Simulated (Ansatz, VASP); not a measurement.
**InAs: 3 runs at one level of theory**

The starting cell:

```
In As
1.0
     0.00000    3.01800    3.01800
     3.01800    0.00000    3.01800
     3.01800    3.01800    0.00000
In As
1 1
Cartesian
  0.0000 0.0000 0.0000
  4.5270 4.5270 4.5270
```

Alike in all runs: task relaxation of cell and atoms; functional PBE; dispersion D4; k mesh 8 × 8 × 8; occupations fermi-dirac, width 0.05 eV; no spin polarisation; no spin-orbit coupling.

```csv
program and potentials,plane-wave cutoff (eV),notes,equilibrium volume (Å³/atom)
"Ansatz, Ansatz PAW",420,14 valence electrons an atom on average,28.52
"VASP, PBE PAW files As, In_d, 600 eV",600,9 valence electrons an atom on average,28.53
"Ansatz, all-electron LAPW, scalar-relativistic",-,-,28.52
```

The equilibrium volume spans 28.52 (Ansatz, Ansatz PAW) to 28.53 Å³/atom (VASP, PBE PAW files As, In_d, 600 eV), with all-electron results at 28.52. Relaxations stop with a little pressure left, so the last digit of a volume isn't settled.

Differences between rows come from potentials, basis sets and numerical settings, since the functional is the same but for its coding. Runs on potential files found faulty are left out.
